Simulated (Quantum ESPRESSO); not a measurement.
# Ge (I4_1/amd) in Quantum ESPRESSO: further runs, part 3 of 3

Quantum ESPRESSO 7.5.

### 4 Phonons, LDA, target pressure 15 GPa, at which the enthalpy is minimised

The input, pw.in:

```
&CONTROL
  calculation = 'scf'
  prefix = 'pwscf'
  outdir = './tmp'
  pseudo_dir = './pseudo'
  tprnfor = .true.
  tstress = .true.
  disk_io = 'low'
/
&SYSTEM
  ibrav = 0
  celldm(1) = 8
  nat = 2
  ntyp = 1
  ecutwfc = 78
  nbnd = 21
  occupations = 'smearing'
  smearing = 'mv'
  degauss = 0.01469973
/
&ELECTRONS
  conv_thr = 4d-10
  electron_maxstep = 120
  mixing_beta = 0.5
/
ATOMIC_SPECIES
Ge    72.6300 Ge.upf
CELL_PARAMETERS alat
 -0.6081350599468   0.6081350599468   0.3300908973422
  0.6081350599468  -0.6081350599468   0.3300908973422
  0.6081350599468   0.6081350599468  -0.3300908973422
ATOMIC_POSITIONS crystal
Ge     0.5000000000    0.5000000000    0.0000000000
Ge     0.2500000000    0.7500000000    0.5000000000
K_POINTS automatic
9 9 9 0 0 0
```

The input, relax.in:

```
&CONTROL
  calculation = 'vc-relax'
  prefix = 'pwscf'
  outdir = './tmp'
  pseudo_dir = './pseudo'
  tprnfor = .true.
  tstress = .true.
  disk_io = 'low'
  nstep = 40
  forc_conv_thr = 0.0001
  etot_conv_thr = 1d-06
/
&SYSTEM
  ibrav = 0
  celldm(1) = 8
  nat = 2
  ntyp = 1
  ecutwfc = 78
  nbnd = 21
  occupations = 'smearing'
  smearing = 'mv'
  degauss = 0.01469973
/
&ELECTRONS
  conv_thr = 4d-10
  electron_maxstep = 120
  mixing_beta = 0.5
/
&IONS
  ion_dynamics = 'bfgs'
/
&CELL
  cell_dynamics = 'bfgs'
  press = 150
  press_conv_thr = 0.2
/
ATOMIC_SPECIES
Ge    72.6300 Ge.upf
CELL_PARAMETERS alat
 -0.6081350599468   0.6081350599468   0.3300908973422
  0.6081350599468  -0.6081350599468   0.3300908973422
  0.6081350599468   0.6081350599468  -0.3300908973422
ATOMIC_POSITIONS crystal
Ge     0.5000000000    0.5000000000    0.0000000000
Ge     0.2500000000    0.7500000000    0.5000000000
K_POINTS automatic
9 9 9 0 0 0
```

The input, scf2.in:

```
&CONTROL
  calculation = 'scf'
  prefix = 'pwscf'
  outdir = './tmp'
  pseudo_dir = './pseudo'
  tprnfor = .true.
  tstress = .true.
  disk_io = 'low'
/
&SYSTEM
  ibrav = 0
  celldm(1) = 8
  nat = 2
  ntyp = 1
  ecutwfc = 78
  nbnd = 21
  occupations = 'smearing'
  smearing = 'mv'
  degauss = 0.01469973
/
&ELECTRONS
  conv_thr = 1d-13
  electron_maxstep = 120
  mixing_beta = 0.5
  startingpot = 'file'
  startingwfc = 'file'
/
ATOMIC_SPECIES
Ge    72.6300 Ge.upf
CELL_PARAMETERS alat
 -0.5761805554319   0.5761805554319   0.3109075890556
  0.5761805554319  -0.5761805554319   0.3109075890556
  0.5761805554319   0.5761805554319  -0.3109075890556
ATOMIC_POSITIONS crystal
Ge     0.5000000000    0.5000000000    0.0000000000
Ge     0.2500000000    0.7500000000    0.5000000000
K_POINTS automatic
9 9 9 0 0 0
```

The input, ph.in:

```
phonons of Ge
&INPUTPH
  prefix = 'pwscf'
  outdir = './tmp'
  tr2_ph = 1d-18
  fildyn = 'dyn'
  niter_ph = 90
  alpha_mix(1) = 0.4
/
0.0000000000 0.0000000000 0.0000000000
```

The input, dynmat.in:

```
&INPUT
  fildyn = 'dyn'
  asr = 'crystal'
  filout = 'dynmat.disp'
  fileig = 'dynmat.eig'
/
```

Potentials or basis: PseudoDojo 0.4.1 SR LDA standard.

Command:

```sh
> OMP_NUM_THREADS=1 mpirun -n 4 pw.x -nk 4 -in pw.in > pw.out
> OMP_NUM_THREADS=1 mpirun -n 4 pw.x -nk 4 -in relax.in > relax.out
> OMP_NUM_THREADS=1 mpirun -n 4 pw.x -nk 4 -in scf2.in > scf2.out
> OMP_NUM_THREADS=1 mpirun -n 4 ph.x -nk 4 -in ph.in > ph.out
> OMP_NUM_THREADS=1 mpirun -n 1 dynmat.x -in dynmat.in > dynmat.out
```

pw.out:

```text
This program is part of the open-source Quantum ESPRESSO suite
     for quantum simulation of materials; please cite
         "P. Giannozzi et al., J. Phys.:Condens. Matter 21 395502 (2009);
         "P. Giannozzi et al., J. Phys.:Condens. Matter 29 465901 (2017);
         "P. Giannozzi et al., J. Chem. Phys. 152 154105 (2020);
     in publications or presentations arising from this work. More details at

     Message from routine setup:
     using ibrav=0 with symmetry is DISCOURAGED, use correct ibrav instead

     K-points division:     npool     =       4
     Subspace diagonalization in iterative solution of the eigenvalue problem:
     a serial algorithm will be used

     G-vector sticks info
     --------------------
     sticks:   dense  smooth     PW     G-vecs:    dense   smooth      PW
     Sum         897     897    285                23271    23271    4133

     Using Slab Decomposition

     bravais-lattice index     =            0
[... 200 lines left out ...]
   -12.7919 -12.7476 -12.7173 -12.7155 -12.6106 -12.6106 -12.6042 -12.6042
   -12.5432 -12.4757  -1.2764   7.8483   9.7201   9.7201  15.4138  19.5605
    19.5605  20.0965  20.2854  23.6088  24.5877
[... 441 lines left out ...]
   -12.7538 -12.7531 -12.6416 -12.6262 -12.6184 -12.6131 -12.6075 -12.6003
   -12.5979 -12.5967   2.7096   3.1735   6.2410   6.7096  18.2133  18.2275
    22.1869  22.7195  27.1070  27.1077  27.1351

     the Fermi energy is    12.0577 ev

!    total energy              =    -356.91239997 Ry
     estimated scf accuracy    <          3.0E-10 Ry
     smearing contrib. (-TS)   =      -0.00020731 Ry
     internal energy E=F+TS    =    -356.91219266 Ry

     The total energy is F=E-TS. E is the sum of the following terms:
     one-electron contribution =    -137.18392413 Ry
     hartree contribution      =      90.20704042 Ry
     xc contribution           =     -85.85243985 Ry
     ewald contribution        =    -224.08286910 Ry

     convergence has been achieved in   8 iterations

     Forces acting on atoms (cartesian axes, Ry/au):

     atom    1 type  1   force =     0.00000000   -0.00000000    0.00000000
     atom    2 type  1   force =     0.00000000   -0.00000000    0.00000000

     Total force =     0.000000     Total SCF correction =     0.000000

     Computing stress (Cartesian axis) and pressure

          total   stress  (Ry/bohr**3)                   (kbar)     P=      -26.58
  -0.00018844  -0.00000000  -0.00000000          -27.72       -0.00       -0.00
  -0.00000000  -0.00018844   0.00000000           -0.00      -27.72        0.00
   0.00000000   0.00000000  -0.00016527            0.00        0.00      -24.31

=------------------------------------------------------------------------------=
   JOB DONE.
=------------------------------------------------------------------------------=
```

relax.out:

```text
This program is part of the open-source Quantum ESPRESSO suite
     for quantum simulation of materials; please cite
         "P. Giannozzi et al., J. Phys.:Condens. Matter 21 395502 (2009);
         "P. Giannozzi et al., J. Phys.:Condens. Matter 29 465901 (2017);
         "P. Giannozzi et al., J. Chem. Phys. 152 154105 (2020);
[... 1942 lines left out ...]
  -0.00000000   0.00101762   0.00000000           -0.00      149.70        0.00
   0.00000000   0.00000000   0.00101752            0.00        0.00      149.68

=------------------------------------------------------------------------------=
   JOB DONE.
=------------------------------------------------------------------------------=
```

It took 6.7 min on 4 MPI ranks of Intel Xeon 6975P-C (Granite Rapids), shared host; peak memory 0.32 GiB.

What came out:

```yaml
Free_energy: -4855.8655 eV
Relaxed_volume: 15.66 Å³/atom
Relaxed_cell: a = 3.692 Å, b = 3.692 Å, c = 3.692 Å, α = 97.30°, β = 97.30°, γ = 138.23°
Space_group_after_relaxing_to_0.05_Å: I4_1/amd (No. 141)
Pressure_after_relaxing: 15.0 GPa
Band_gap_on_the_k_mesh: none (metal or under the smearing width)
Highest_phonon_frequency_at_Γ: 215 cm⁻¹
```

Step by step:
| step | energy change (eV) | largest force (eV/Å) | pressure (GPa) | volume (Å³) |
| --- | --- | --- | --- | --- |
| 1 | 0.0000 | 0.0000 | -2.66 | 37.05 |
| 2 | 0.0216 | 0.0000 | 5.42 | 33.81 |
| 3 | 0.2451 | 0.0000 | 18.29 | 30.65 |
| 4 | 0.1681 | 0.0000 | 14.61 | 31.40 |
| 5 | 0.1756 | 0.0000 | 14.99 | 31.32 |
| 6 | 0.1759 | 0.0000 | 15.00 | 31.31 |
| 7 | 0.1762 | 0.0000 | 15.02 | 31.31 |
| 8 | 0.1763 | 0.0000 | 15.03 | 31.31 |
| 9 | 0.1765 | 0.0000 | 15.04 | 31.31 |
| 10 | 0.1769 | 0.0000 | 15.06 | 31.30 |
| 11 | 0.1773 | 0.0000 | 15.09 | 31.30 |
| 12 | 0.1780 | 0.0000 | 15.14 | 31.29 |
| 13 | 0.1783 | 0.0000 | 15.16 | 31.29 |
| 14 | 0.1784 | 0.0000 | 15.17 | 31.29 |
| 15 | 0.1780 | 0.0000 | 15.16 | 31.29 |
| 16 | 0.1762 | 0.0000 | 15.08 | 31.31 |
| 17 | 0.1747 | 0.0000 | 15.00 | 31.32 |

Final structure:
```
Ge
1.0
    -2.43921    2.43921    1.31620
     2.43921   -2.43921    1.31620
     2.43921    2.43921   -1.31620
Ge
2
Direct
  0.50000 0.50000 0.00000
  0.25000 0.75000 0.50000
```

Phonon frequencies in cm⁻¹ (negative: imaginary):
| q point | frequencies |
| --- | --- |
| (0.000, 0.000, 0.000) | -2 -2 -2 87 215 215 |

Optical modes at Γ, degenerate ones joined:
| cm⁻¹ | components | symmetry | active in |
| --- | --- | --- | --- |
| 87 | 1 | B1g | Raman |
| 215 | 2 | Eg | Raman |

Caveat: the volume moved by over 15 % at a fixed basis, so the end points are rough; the cell is more than 3 GPa from zero pressure, which shifts response properties.

### 5 Overview

```csv
cell,gap on the mesh (eV),pressure (GPa)
relaxed to 5 GPa,none,5.0
relaxed to 10 GPa,none,10.0
relaxed to 15 GPa,none,15.0
```

Alike in all rows: task phonons; level LDA; potentials or basis PseudoDojo 0.4.1 SR LDA standard; no spin polarisation; k mesh 9 × 9 × 9; cutoff (eV) 1061; smearing cold 0.2 eV.

Caveats: the cell is more than 3 GPa from zero pressure, which shifts response properties; the volume moved by over 15 % at a fixed basis, so the end points are rough (some runs).

Total energies depend on the potentials used, so only differences within one code and one set of settings carry meaning.
